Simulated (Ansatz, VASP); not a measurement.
## One calculation of NiO, two programs

```
Ni O
1.0
     0.00000    2.08590    2.08590
     2.08590    0.00000    2.08590
     2.08590    2.08590    0.00000
Ni O
1 1
Direct
  0.00000 0.00000 0.00000
  0.50000 0.50000 0.50000
```

Alike in both runs: task band structure; functional PBE; k mesh 11 × 11 × 11; occupations fermi-dirac, width 0.05 eV; collinear spin, ferromagnetic start.

|  | VASP | Ansatz |
| --- | --- | --- |
| version | VASP 6.6.1 | Ansatz 0.2.0 |
| potentials or method | VASP PAW PBE potentials, release 54 (Ni, O) | Ansatz PAW |
| plane-wave cutoff (eV) | 500 | 420 |
| valence electrons in the cell | 16 | 24 |

Ansatz gave:

```
gap on the k mesh at the Fermi level (eV)                     : none
pressure (GPa)                                                : 5.7
net moment per atom (μB)                                      : 0.86
size of the moment on the site where the two differ most (μB) : 0.27
```

Question: Which values does VASP return?

Answer: gap on the k mesh at the Fermi level (eV): none; pressure (GPa): 4.8; net moment per atom (μB): 0.83; size of the moment on the site where the two differ most (μB): 0.25.

Site moments also hang on the region over which each program counts them. A gap of «none» marks a metal or a gap that the smearing closes. The functional is the same, so the differences come from potentials, cutoffs and numerics. The two sets of potentials don't hold the same shells in valence.

Caveats: a cell with one magnetic atom can't hold antiferromagnetic order, which such compounds often take; semilocal functionals often make such compounds metallic where correlation or magnetic order opens a gap, which also shifts bond lengths; the pressure holds a Pulay correction of +0.7 GPa for the finite cutoff (Ansatz).
